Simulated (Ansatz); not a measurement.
# BN (P6_3/mmc) in Ansatz: band structure with PBE0

Aim: the band structure of BN with PBE0.

Program: Ansatz 0.2.0. These are calculated values, not measurements. Logs are shortened: lines on timing, memory, paths and dates and some standing lists are left out, and cuts for length are marked.

### 1 The structure

It takes space group P6_3/mmc (No. 194, hexagonal). The conventional cell has a = 2.498 Å, b = 2.498 Å, c = 6.636 Å, α = 90.00°, β = 90.00°, γ = 120.00°. N (site symmetry -6m2) has 3 B at 1.44 Å as nearest neighbours. Around B (site symmetry -6m2) lie 3 N at 1.44 Å.

### 2 Band structure, PBE0

input reads:

```
crystal:
  lattice:
    - [2.49824, 0.0, 0.0]
    - [-1.24912, 2.1635393048, 0.0]
    - [0.0, 0.0, 6.6357]
  atoms:
    - { symbol: "N", position: [0.6666666667, 0.3333333333, 0.25] }
    - { symbol: "N", position: [0.3333333333, 0.6666666667, 0.75] }
    - { symbol: B, position: [0.6666666667, 0.3333333333, 0.75] }
    - { symbol: B, position: [0.3333333333, 0.6666666667, 0.25] }
hamiltonian:
  xc: pbe0
  pseudopotentials: { kind: paw }
kpoints:
  mp_grid: { grid: [8, 8, 4] }
  band_path:
    path:
      - [[0.0, 0.0, 0.0], [0.5, 0.0, 0.0], [0.3333333333, 0.3333333333, 0.0], [0.0, 0.0, 0.0], [0.0, 0.0, 0.5], [0.5, 0.0, 0.5], [0.3333333333, 0.3333333333, 0.5], [0.0, 0.0, 0.5]]
      - [[0.5, 0.0, 0.5], [0.5, 0.0, 0.0]]
      - [[0.3333333333, 0.3333333333, 0.0], [0.3333333333, 0.3333333333, 0.5]]
    npoints: 4
scf:
  occupations: { method: fermi_dirac, width: 0.05 }
  n_extra_bands: 10
output:
  forces: true
  stress: true
  eigenvalues: true
  fatbands: false
  write_density: true
  write_potential: true
  elf: true
  volumetric_format: npy
```

Potentials or basis: Ansatz PAW.

What it wrote:

```text
Warning: output.stress: scf.convergence.dr2_threshold = 1e-7 eV (the SCF's general default) is looser than the 4e-10 eV advised for a printed stress (1e-10 eV for each atom of the cell: 4). What an SCF threshold leaves in a stress goes as its square root, and in the free energy as the threshold itself, and one threshold admits the most on a small cell: of the crystals measured, under no hybrid functional and no lock of the moments, on runs that ended without the residual-converged pass, on stresses that held no estimate of that error, the worst erred by over 100 MPa in a component at 1e-7 eV an atom and by under 5 at 1e-10. Set scf.convergence.dr2_threshold to 4e-10 eV or tighter. The threshold is an SCF's pass mark: one that does not reach it within its budget of iterations ends unconverged, or closes short of it on a stop that the run arms, and scf.convergence.dr2_threshold's page says what that costs each kind of run
Warning: output.stress: scf.exx.energy_threshold = 1e-6 eV is looser than the 4e-8 eV advised for a stress under a hybrid functional (1e-8 eV for each atom of the cell: 4). Every SCF of the exchange loop can meet its threshold on dr2 while the loop round them stops early: no threshold on dr2 bounds what that leaves in the stress. Set scf.exx.energy_threshold to 4e-8 eV or tighter. The threshold is the loop's pass mark: a loop that does not reach it within its budget of cycles ends unconverged, and scf.exx.energy_threshold's page has the law
scf.n_extra_bands = 10 over 8 filled bands (N_el = 16.0): the run solves 18 bands
GPUs: using 1 of 1 available (devices: 1).
Engine: ansatz 0.2.0, x86_64-unknown-linux-gnu
Pseudopotentials: kind: paw
Pseudopotential: N, paw, valence charge 5, recommended cutoff 420 eV (normal), N.paw.azcp
Pseudopotential: B, paw, valence charge 3, recommended cutoff 420 eV (normal), B.paw.azcp
Functional definition: PBE0
  parameter a = 0.25
  parameter kappa = 0.804
  parameter beta = 0.06672455060314922
  exchange = (1 - a)*pbe_x(kappa = kappa, mu = beta*pi^2/3) + a*exact_x
  correlation = pbe_c(beta = beta)
device memory: the entry about to start is reckoned to put 0.5 GiB on a device that reports 63.8 GiB free (of which the cap on the GPU budget leaves the run 18.0 GiB)
GPU FFT provider: cuFFT
GPU libraries: cuBLAS 13.8.2, cuFFT 12.4.0, cuSOLVER 12.3.4
Crystal: 4 atoms, lattice volume = 35.866 Å³
Basis set: ecut = 420 eV, 689 PW (Γ), exchange–correlation on 36×36×90 points (8 copies of the dense FFT grid, shifted against one another)
Bands: 18, of which v1, the nominal top of the filled ones, is band 8 counted from 1 (7 counted from 0)
Symmetry: 24 space group operations
Space group: P63/mmc (ITA 194), of the structure as read, at distance tolerance 3.3e-5 Å
k-points: 30 of 256
Non-local potential: N, projectors of the file, l = 0: 2, l = 1: 2, l = 2: 1
Non-local potential: B, projectors of the file, l = 0: 2, l = 1: 2, l = 2: 1
PAW form: soft (Blöchl's): semilocal exchange-correlation on the pseudo side does not see the compensation charge
PAW frozen core: N, regenerated for the run's functional, and the local potential with it (the file was generated under x = pbe(κ = 0.804, μ = 0.2195149727645171), c = pbe(β = 0.06672455060314922))
PAW frozen core: B, regenerated for the run's functional, and the local potential with it (the file was generated under x = pbe(κ = 0.804, μ = 0.2195149727645171), c = pbe(β = 0.06672455060314922))
PAW one-centre angular grid: N, 110 points (default); XC on 64 Gauss nodes
PAW one-centre angular grid: B, 110 points (default); XC on 64 Gauss nodes
Initial density: superposition of atomic densities (neutral atoms: chi_scale 0, normalization atom), corrected by the library's trained network
Initial wavefunctions: pseudopotential atomic-orbital guess
GPU buffer pool allocated for 14580 grid points (all kernels)
GPU transforms: local potential and band sums: pruned to the plane-wave sphere, on 18×18×45
Functional: x = pbe(κ = 0.804, μ = 0.2195149727645171), c = pbe(β = 0.06672455060314922), warm-up for x = 0.75 pbe(κ = 0.804, μ = 0.2195149727645171) + 0.25 exact, c = pbe(β = 0.06672455060314922)
SCF iter   1: F=—  HF=-1084.797593 eV  |F-HF|=—  |Δ(HF+E_count)|=         —  Δρ=1.51e-3  dr2=2.46e-4  ethr=1.77e-3  ⟨swp⟩=2.1  Hψ=3753  notcnv=0
preconditioner: auto → none  [insulator: Δε(μ)=4.274 eV  Ē_g=20.088 eV  σ=0.050 eV  W_gap=1.00  n_scr=4 (ndim 8)  ℏωp=24.8 eV  f_vac=0.022  D(μ)=0.00/eV (n_scr^D=0)]
SCF iter   2: F=-1084.798959 eV  HF=-1084.798596 eV  |F-HF|=3.63e-4  |Δ(HF+E_count)|=   1.00e-3  Δρ=7.32e-4  dr2=4.01e-5  ethr=1.54e-6  ⟨swp⟩=3.6  Hψ=931  notcnv=0  defer=4
SCF 1 stopped early in 2 iterations: F = -1084.798959 eV  dr2 = 4.01e-5
device memory: the entry about to start is reckoned to put 1.1 GiB on a device that reports 63.8 GiB free (of which the cap on the GPU budget leaves the run 18.0 GiB)
GPU FFT provider: cuFFT
GPU libraries: cuBLAS 13.8.2, cuFFT 12.4.0, cuSOLVER 12.3.4
Initial density: handed on by an earlier stage of this run
Initial wavefunctions: those handed on with the density
GPU buffer pool allocated for 14580 grid points (all kernels)
GPU transforms: local potential and band sums: pruned to the plane-wave sphere, on 18×18×45
Functional: x = 0.75 pbe(κ = 0.804, μ = 0.2195149727645171) + 0.25 exact, c = pbe(β = 0.06672455060314922)
Exchange kernel: α = 0.2500, full range, Wigner–Seitz truncation, v(0) = 14892.6448 eV·Å³, q-mesh 8×8×4, nearest image of the exchange supercell L = 19.99 Å, pair-density grid 15×15×32, without the augmentation charges, whose exchange is taken in its separable form by FFT convolution over the k-point mesh (sized by the pseudopotential files, 15×15×45 at the most), smooth part of the exact exchange by density-matrix convolution in up to 2.23 GiB of GPU memory as planned if the GPU has room (build and FFT work areas not counted)
Frozen-core exchange: fock
SCF iter   1: F=—  HF=-1085.261738 eV  |F-HF|=—  |Δ(HF+E_count)|=         —  Δρ=7.57e-3  dr2=1.36e-2  ethr=2.51e-6  ⟨swp⟩=7.2  Hψ=2610  notcnv=0
preconditioner: auto → none  [insulator: Δε(μ)=6.328 eV  Ē_g=23.334 eV  σ=0.050 eV  W_gap=1.00  n_scr=4 (ndim 8)  ℏωp=24.8 eV  f_vac=0.020  D(μ)=0.00/eV (n_scr^D=0)]
SCF iter   2: F=—  HF=-1085.257217 eV  |F-HF|=—  |Δ(HF+E_count)|=   4.52e-3  Δρ=3.53e-3  dr2=2.74e-3  ethr=2.51e-6  ⟨swp⟩=3.2  Hψ=1389  notcnv=0
SCF iter   3: F=—  HF=-1085.264030 eV  |F-HF|=—  |Δ(HF+E_count)|=   6.81e-3  Δρ=1.87e-3  dr2=1.11e-3  ethr=2.51e-6  ⟨swp⟩=3.9  Hψ=1117  notcnv=0  defer=2
iter 4 solved again at ethr=6.86e-8 eV; its pass at ethr=2.51e-6 eV (dr2=1.10e-5 eV) is discarded
SCF iter   4: F=—  HF=-1085.263700 eV  |F-HF|=—  |Δ(HF+E_count)|=   3.31e-4  Δρ=2.51e-4  dr2=5.21e-5  ethr=6.86e-8  ⟨swp⟩=3.0  Hψ=2172  notcnv=0
SCF iter   5: F=—  HF=-1085.263882 eV  |F-HF|=—  |Δ(HF+E_count)|=   1.82e-4  Δρ=3.21e-4  dr2=3.21e-5  ethr=6.86e-8  ⟨swp⟩=3.4  Hψ=961  notcnv=0  defer=4
SCF iter   6: F=-1085.263874 eV  HF=-1085.263874 eV  |F-HF|=5.55e-8  |Δ(HF+E_count)|=   8.40e-6  Δρ=3.33e-5  dr2=2.53e-6  ethr=6.86e-8  ⟨swp⟩=3.0  Hψ=952  notcnv=0
SCF 2 stopped early in 6 iterations: F = -1085.263874 eV  dr2 = 2.53e-6
hybrid outer 1: dexx = +8.425e-3 eV, tail = 1.90e-5 eV
GPU FFT provider: cuFFT
GPU libraries: cuBLAS 13.8.2, cuFFT 12.4.0, cuSOLVER 12.3.4
GPU buffer pool allocated for 14580 grid points (all kernels)
GPU transforms: local potential and band sums: pruned to the plane-wave sphere, on 18×18×45
Exchange kernel: α = 0.2500, full range, Wigner–Seitz truncation, v(0) = 14892.6448 eV·Å³, q-mesh 8×8×4, nearest image of the exchange supercell L = 19.99 Å, pair-density grid 15×15×32, without the augmentation charges, whose exchange is taken in its separable form by FFT convolution over the k-point mesh (sized by the pseudopotential files, 15×15×45 at the most), smooth part of the exact exchange by density-matrix convolution in up to 2.23 GiB of GPU memory as planned if the GPU has room (build and FFT work areas not counted)
Frozen-core exchange: fock
SCF iter   1: F=—  HF=-1085.263989 eV  |F-HF|=—  |Δ(HF+E_count)|=         —  Δρ=6.90e-5  dr2=1.10e-6  ethr=5.93e-7  ⟨swp⟩=4.7  Hψ=1294  notcnv=0
preconditioner: auto → none  [insulator: Δε(μ)=6.338 eV  Ē_g=23.331 eV  σ=0.050 eV  W_gap=1.00  n_scr=4 (ndim 8)  ℏωp=24.8 eV  f_vac=0.021  D(μ)=0.00/eV (n_scr^D=0)]
SCF iter   2: F=—  HF=-1085.263989 eV  |F-HF|=—  |Δ(HF+E_count)|=   2.51e-7  Δρ=1.44e-5  dr2=1.06e-7  ethr=6.02e-9  ⟨swp⟩=3.0  Hψ=939  notcnv=0
SCF iter   3: F=—  HF=-1085.263989 eV  |F-HF|=—  |Δ(HF+E_count)|=   1.27e-8  Δρ=1.16e-5  dr2=2.71e-8  ethr=1.20e-10  ⟨swp⟩=4.3  Hψ=1345  notcnv=0  defer=11
SCF iter   4: F=-1085.263989 eV  HF=-1085.263989 eV  |F-HF|=4.67e-10  |Δ(HF+E_count)|=   2.34e-8  Δρ=3.21e-6  dr2=1.19e-9  ethr=1.20e-10  ⟨swp⟩=3.5  Hψ=923  notcnv=0  defer=6
SCF 3 converged in 4 iterations: F = -1085.263989 eV  dr2 = 1.19e-9
  Residual-converged pass: ⟨swp⟩=3.0  Hψ=897  notcnv=0  max |occ|·‖R‖ = 2.4e-6 eV (tolerance 2.4e-6 eV)  dr2=1.15e-9  dr2_onsite=1.02e-10  max |Δocc| = 0.0e0
hybrid outer 2: dexx = +5.982e-7 eV, tail = 8.57e-9 eV, Δε = 2.73e-3 eV (about 7.25e-5 eV left of the loop's levels)
device memory: the entry about to start is reckoned to put 0.4 GiB on a device that reports 62.6 GiB free (of which the cap on the GPU budget leaves the run 18.0 GiB)
NSCF: frozen V_eff on 39 k-points, pencils in batches of 32, up to order 80
hybrid SCF converged: 2 outer / 10 inner (+2 warm-up), last move |dexx| = 5.98e-7 eV, tail = 8.57e-9 eV
Stability not checked: this state was not tested for a lower state beside it, because the functional holds exact exchange (a hybrid, or Hartree-Fock), whose exchange loop this test does not read (fock_operator; see scf.lower_state_search)
Free energy (F): -1085.263989 eV
Frozen-core exchange: fock
Harris-Foulkes:  -1085.263989 eV  (|F-HF|=4.67e-10)
Internal energy: -1085.263989 eV  (E = F + TS)
E sigma→0 (E₀):  -1085.263989 eV
Fermi energy:    6.801494 eV
--- Per-component energies (eV) ---
  E_band       = -69.067778
  E_kinetic    = 367.696394
  E_local      = -692.174997  (includes V_loc(G=0)·N_el)
  E_nonlocal   = 113.903340
  E_hartree    = 224.084140
  E_xc         = -143.084431
  E_vxc        = -177.428148  (∫ρ·V_xc dr)
  E_exx        = -45.480042  (= α·E_x^exact, valence–valence)
  E_paw        = -410.208951  (= ΣΔE_a)
  E_vpaw       = -38.272297  (= ΣTr[D̂ρ^β])
  E_aug_tail   = 0.000197  (compensation charges beyond the density's cutoff)
  E_ewald      = -499.931209
  E_core_change = -0.068429  (= ΣΔE_core)
  E_smearing   = -0.000000  (= −TS)
  E_closure    = -0.000000  (closes the sum)
  Σ components = -1085.263989   (vs F -1085.263989, Δ=2.27e-13)
--- Forces (eV/Å), atoms counted from 1 ---
  atom   1  N      0.00000000     0.00000000     0.00000000
  atom   2  N      0.00000000    -0.00000000    -0.00000000
  atom   3  B      0.00000000     0.00000000     0.00000000
  atom   4  B      0.00000000    -0.00000000    -0.00000000
  max |Σ_I F_I| component: 9.25e-18 eV/Å
--- Stress (GPa, compression-positive) ---
       -1.165724      -0.000000       0.000000
        0.000000      -1.165724      -0.000000
        0.000000      -0.000000       2.276469
  P = ⅓ Tr σ = -0.0183 GPa (-0.183 kbar)
--- Band table (eV; the first three rows and the last of 30) ---
  k-point 0: bands = ["-16.0824", "-15.7692", "-3.2787", "-0.9515", "2.0082", "2.0082", "2.0498", "2.0498", "10.7521", "16.4198", "17.7458", "17.7458", "17.8866", "17.8866", "18.5499", "19.7359", "21.1623", "23.1782"]
  k-point 1: bands = ["-16.0388", "-15.8176", "-2.9931", "-1.3681", "2.0144", "2.0144", "2.0434", "2.0434", "11.5104", "15.3619", "17.7662", "17.7662", "17.8657", "17.8657", "18.9085", "19.6206", "21.3571", "22.6331"]
  k-point 2: bands = ["-15.9308", "-15.9308", "-2.2431", "-2.2431", "2.0286", "2.0286", "2.0286", "2.0286", "13.3376", "13.3376", "17.8152", "17.8152", "17.8152", "17.8152", "19.3339", "19.3339", "21.8712", "21.8712"]
  k-point 29: bands = ["-12.0625", "-12.0625", "-5.4799", "-5.4799", "-3.7083", "-3.7083", "3.3829", "3.3829", "10.5053", "10.5053", "17.9897", "17.9897", "19.6518", "19.6518", "22.8469", "22.8469", "24.3914", "24.3914"]
```

Run time: 30 s. Hardware: 1 × NVIDIA H100 80GB HBM3 with 2 threads of AMD EPYC 7R13 (Zen 3), shared host; peak memory 2.1 GiB.

Results:

| Property | Result |
| --- | --- |
| Free energy | -1085.2640 eV |
| Pressure | 0.0 GPa |
| Band gap on the k mesh | 6.34 eV, indirect (least direct gap 6.84 eV) |
| Band gap along the path | 6.34 eV, indirect (least direct gap 6.83 eV) |

Levels at the corners of the path, in eV from the valence-band top:
| point | band 6 | band 7 | band 8 | band 9 | band 10 | band 11 |
| --- | --- | --- | --- | --- | --- | --- |
| Γ | -1.60 | -1.56 | -1.56 | 7.14 | 12.81 | 14.14 |
| M | -4.61 | -1.58 | -0.50 | 6.34 | 7.87 | 11.88 |
| K | -8.00 | -0.09 | -0.09 | 7.06 | 7.06 | 12.75 |
| Γ | -1.60 | -1.56 | -1.56 | 7.14 | 12.81 | 14.14 |
| A | -1.58 | -1.58 | -1.58 | 9.73 | 9.73 | 14.21 |
| L | -4.64 | -1.02 | -1.02 | 6.83 | 6.83 | 12.34 |
| H | -8.01 | -0.02 | -0.02 | 6.81 | 6.81 | 14.05 |
| A | -1.58 | -1.58 | -1.58 | 9.73 | 9.73 | 14.21 |
| L | -4.64 | -1.02 | -1.02 | 6.83 | 6.83 | 12.34 |
| M | -4.61 | -1.58 | -0.50 | 6.34 | 7.87 | 11.88 |
| K | -8.00 | -0.09 | -0.09 | 7.06 | 7.06 | 12.75 |
| H | -8.01 | -0.02 | -0.02 | 6.81 | 6.81 | 14.05 |

Caveat: the pressure holds a Pulay correction of +0.5 GPa for the finite cutoff; this functional lacks dispersion, which binds the layers, so the pressure and a relaxed spacing across them are unreliable; the PAW data sets come from PBE, with cores solved anew for the run's functional, which leaves a small shift of forces and pressure; the thresholds are loose for stress.
